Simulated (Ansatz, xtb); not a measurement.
Ligand exchange: H2 + CHF3S → H2S + CHF3

Species: H2 (hydrogen), singlet; CHF3S (trifluoromethanethiol) `FC(F)(F)S`, singlet; H2S (hydrogen sulfide) `S`, singlet; CHF3 (trifluoromethane) `FC(F)F`, singlet. The partners trade H for SH: H–H and C–SH bonds give way to H–SH and C–H.

Shapes, held fixed at every level: PBE0-D4/def2-TZVP. Programs: Ansatz 0.2.0, xtb 6.7.1. The zero-point and thermal change to 298 K, harmonic and unscaled (PBE0-D4/def2-TZVP), is +15.5 kJ/mol.

(1) Estimate ΔH(298 K) of this reaction.

## Answers

(1) The highest level, CCSD(T)/CBS estimate, gives ΔH(298 K) = -68.7 kJ/mol; the levels span -80.8 to +51.1. They disagree on the sign: 1 of 9 are positive. GFN0-xTB strays far from the other rows. The column of differences is taken from that level and isn't an error. No measured value is set beside it here. The CBS estimate extrapolates MP2 from def2-TZVPP and def2-QZVPP and adds CCSD(T) − MP2 in the triple-zeta set, cores frozen; for H2 it overshoots the exact energy by about 1 mEh.

```tsv
level	kind	ΔH(298 K) (kJ/mol)	less CCSD(T)/CBS estimate
GFN0-xTB	semi-empirical	+51.1	+119.8
r2SCAN-D4/def2-TZVPP	meta-GGA	-58.2	+10.5
r2SCAN0-D4/def2-TZVPP	global hybrid	-66.2	+2.5
B2PLYP/def2-TZVPP	double hybrid	-72.9	-4.2
MP2/def2-TZVPP	perturbation theory	-70.0	-1.3
CCSD/def2-SVP	coupled cluster or CI	-80.8	-12.1
CCSD(T)/def2-TZVPP	coupled cluster or CI	-73.2	-4.5
CCSD/def2-TZVPP	coupled cluster or CI	-79.7	-11.0
CCSD(T)/CBS estimate	coupled cluster or CI	-68.7	0.0
```
